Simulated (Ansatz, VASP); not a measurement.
## Two plane-wave programs on Rb

```xyz
3
Lattice="2.5376 1.4651 12.6889 -2.5376 1.4651 12.6889 0.0000 -2.9302 12.6889" Properties=species:S:1:pos:R:3 pbc="T T T"
Rb    0.0000    0.0000    0.0000
Rb    0.0000    0.0000   29.6015
Rb    0.0000    0.0000    8.4652
```

This isn't the form of Rb at room conditions, which is bcc.

Alike in both runs: task single point; functional PBE; k mesh 3 × 3 × 3; occupations gaussian, width 0.1 eV; no spin polarisation.

```csv
,VASP,Ansatz
version,VASP 6.6.1,Ansatz 0.2.0
potentials or method,"VASP PAW PBE potentials, release 64 (Rb_sv)","scalar-relativistic, plane waves, PAW"
plane-wave cutoff (eV),520,420
valence electrons in the cell,27,27
```

|  | VASP | Ansatz | Ansatz less VASP |
| --- | --- | --- | --- |
| gap on the k mesh at the Fermi level (eV) | none | none | - |
| pressure (GPa) | -0.1 | -0.1 | 0.00 |
| largest component of the traceless stress (GPa) | 0.14 | 0.14 | 0.000 |

A gap of «none» marks a metal or a gap that the smearing closes.

Caveats: the k mesh is coarse (spacing up to 0.48 Å⁻¹), so the values aren't converged.
